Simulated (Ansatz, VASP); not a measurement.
**Ta2C: VASP beside Ansatz**

The input INCAR:

```
PREC = Accurate
ENCUT = 520
EDIFF = 1E-6
ISMEAR = 0
SIGMA = 0.1
LREAL = F
LASPH = T
NELM = 60
ALGO = Fast
ISIF = 2
LWAVE = F
LCHARG = T
GGA = PS
LELF = T
LVHAR = T
NBANDS = 20
```

The input KPOINTS:

```
regular mesh
0
Gamma
  6 6 4
```

The input POSCAR:

```
Ta2C
1.0
    3.1059000000      0.0000000000      0.0000000000
   -1.5529500000      2.6897883016      0.0000000000
    0.0000000000      0.0000000000      4.9464000000
Ta C
2 1
Direct
    0.3333333333      0.6666666667      0.2520100000
    0.6666666667      0.3333333333      0.7479900000
    0.0000000000      0.0000000000      0.0000000000
```

Input for Ansatz:

```yaml
crystal:
  lattice:
    - [3.1059, 0.0, 0.0]
    - [-1.55295, 2.6897883016, 0.0]
    - [0.0, 0.0, 4.9464]
  atoms:
    - { symbol: Ta, position: [0.3333333333, 0.6666666667, 0.25201] }
    - { symbol: Ta, position: [0.6666666667, 0.3333333333, 0.74799] }
    - { symbol: C, position: [0.0, 0.0, 0.0] }
basis:
  ecutwfc: 420
kpoints:
  mp_grid: { grid: [6, 6, 4] }
hamiltonian:
  xc: pbesol
scf:
  occupations: { method: gaussian, width: 0.1 }
output:
  forces: true
  stress: true
  eigenvalues: true
```

Alike in both runs: task single point; functional PBEsol; k mesh 6 × 6 × 4; occupations gaussian, width 0.1 eV; no spin polarisation.

|  | VASP | Ansatz |
| --- | --- | --- |
| version | VASP 6.6.1 | Ansatz 0.2.0 |
| potentials or method | VASP PAW PBE potentials, release 64 (Ta_pv, C) | scalar-relativistic, plane waves, PAW |
| plane-wave cutoff (eV) | 520 | 420 |
| valence electrons in the cell | 26 | 30 |

Ansatz gave:

```
gap on the k mesh at the Fermi level (eV)       : none
pressure (GPa)                                  : -3.3
largest component of the traceless stress (GPa) : 0.25
rms of the force components (eV/Å)              : 0.126
```

Task: Estimate VASP's values.

Result: gap on the k mesh at the Fermi level (eV): none; pressure (GPa): -2.8; largest component of the traceless stress (GPa): 0.27; rms of the force components (eV/Å): 0.147.

Atom by atom the forces differ by 0.021 eV/Å (rms over components). A gap of «none» marks a metal or a gap that the smearing closes. The two sets of potentials don't hold the same shells in valence.

Caveats: the k mesh is coarse (spacing up to 0.39 Å⁻¹), so the values aren't converged; the PAW data sets were made with another functional, which shifts forces and pressure a little (VASP). The runs have no spin-orbit coupling, so splittings on Ta are missing.
